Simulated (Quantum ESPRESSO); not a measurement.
Al, 1 atom in the cell. Symmetry: Fm-3m, No. 225, cubic system. Conventional cell: a = 4.050 Å, b = 4.050 Å, c = 4.050 Å, α = 90.00°, β = 90.00°, γ = 90.00°. Al (site symmetry m-3m) has 12 Al at 2.86 Å as nearest neighbours. 

| Item | Value |
| --- | --- |
| Program | Quantum ESPRESSO 7.5 |
| Task | relaxation of cell and atoms |
| Functional | PBEsol |
| Dispersion | D3(BJ) |
| Potentials or basis | PseudoDojo 0.4.1 SR PBE standard |
| Cutoff | 544 eV |
| Density cutoff | 2177 eV |
| k mesh | 11 × 11 × 11 |
| Occupations | fermi-dirac, width 0.05 eV |
| Spin | no spin polarisation |
| ASE optimiser | BFGS |
| Mixing beta | 0.5 |
| Most SCF iterations | 120 |
| SCF threshold | 2e-10 Ry |

Potentials or basis: PseudoDojo 0.4.1 SR PBE standard.

Run with:

```console
$ OMP_NUM_THREADS=1 python run.py
```

Hardware: 1 thread of Arm Neoverse V1, on a shared host.

Estimate the wall time of this run.

Run time: 11 s on 1 thread of Arm Neoverse V1 (shared host), peak memory 0.09 GiB. Counts: scf iterations 6, k pools 1, bands 6, ion steps 3, k points 56, g dense 3695.
